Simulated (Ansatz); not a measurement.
**Sb: stress in a strained cell**

Aim: deform Sb (zz strain of -2 %) and compute stress, forces and field gradients with LAPW, PAW and all-electron datasets made for the crystal.

Program: Ansatz 0.2.0. Level of theory: DFT PBE, scalar-relativistic. These are calculated values, not measurements.

## (1) The structure to begin with

Symmetry: I4/mmm, No. 139, tetragonal system. The conventional cell has a = 3.010 Å, b = 3.010 Å, c = 4.960 Å, α = 90.00°, β = 90.00°, γ = 90.00°. Around Sb (site symmetry 4/mmm) lie 12 Sb at 3.01 to 3.27 Å.

Structure file:

```
Sb
1.0
    -1.50500    1.50500    2.48000
     1.50500   -1.50500    2.48000
     1.50500    1.50500   -2.48000
Sb
1
Direct
  0.00000 0.00000 0.00000
```

## (2) The deformed structure

Space group I4/mmm before, I4/mmm after.

## (3) LAPW, all electrons

The input, input.yaml:

```yaml
crystal:
  lattice:
    - [-1.505, 1.505, 2.4304]
    - [1.505, -1.505, 2.4304]
    - [1.505, 1.505, -2.4304]
  atoms:
    - { symbol: Sb, position: [0.0, 0.0, 0.0] }
kpoints:
  mp_grid: { grid: [19, 19, 19] }
  band_path:
    path:
      - [0.0, 0.0, 0.0]
      - [0.0, 0.0, 0.5]
      - [0.25, 0.25, 0.25]
      - [0.0, 0.5, 0.0]
      - [0.0, 0.0, 0.0]
      - [0.5, 0.5, -0.5]
      - [0.3458644303, 0.6541355697, -0.3458644303]
      - [-0.3458644303, 0.3458644303, 0.3458644303]
      - [0.0, 0.0, 0.0]
    npoints: 5
scf:
  occupations: { method: fermi_dirac, width: 0.05 }
hamiltonian:
  xc: pbe
  pseudopotentials: { kind: all_electron, lapw: { basis_error: 0.00025 } }
output:
  forces: true
  stress: true
  eigenvalues: true
```

On the command line:

```
> ansatz run input.yaml --threads 1 --pin off --max-ram 3072MiB --backend cpu --events-out ev --progress --plain --runs-dir out
```

## (4) Frozen-core PAW

The input, input.yaml:

```yaml
crystal:
  lattice:
    - [-1.505, 1.505, 2.4304]
    - [1.505, -1.505, 2.4304]
    - [1.505, 1.505, -2.4304]
  atoms:
    - { symbol: Sb, position: [0.0, 0.0, 0.0] }
kpoints:
  mp_grid: { grid: [19, 19, 19] }
scf:
  occupations: { method: fermi_dirac, width: 0.05 }
hamiltonian:
  xc: pbe
  pseudopotentials: { kind: paw }
output:
  forces: true
  stress: true
  eigenvalues: true
  efg: { contact_densities: true }
```

## (5) All-electron PAW on datasets made for the crystal

Changes to input.yaml since step 4:

```diff
@@ -13,3 +13,3 @@
   xc: pbe
-  pseudopotentials: { kind: paw }
+  pseudopotentials: { kind: all_electron, datasets: crystal }
 output:
```

(Steps that only read results are left out.)

Q: Predict the outcome of this session. Wanted: pressure; largest shear or deviatoric stress.

As calculated:

```
                                 quantity                                              value
                                 pressure  LAPW 21.93, PAW 21.93, crystal datasets 21.93 GPa
largest shear or deviatoric stress (LAPW)                                           0.57 GPa
```

What this shows: The largest part of the stress beyond the pressure is 0.57 GPa in size, in the zz component. No run of the undeformed cell stands beside it, so the pressure holds what the given cell had before the change. PAW: stress within 0.01 GPa of LAPW. Crystal datasets: stress within 0.01 GPa of LAPW. Spin-orbit coupling is left out, though the cell holds Sb; in elements this heavy it can shift bands and gaps by tenths of an eV.
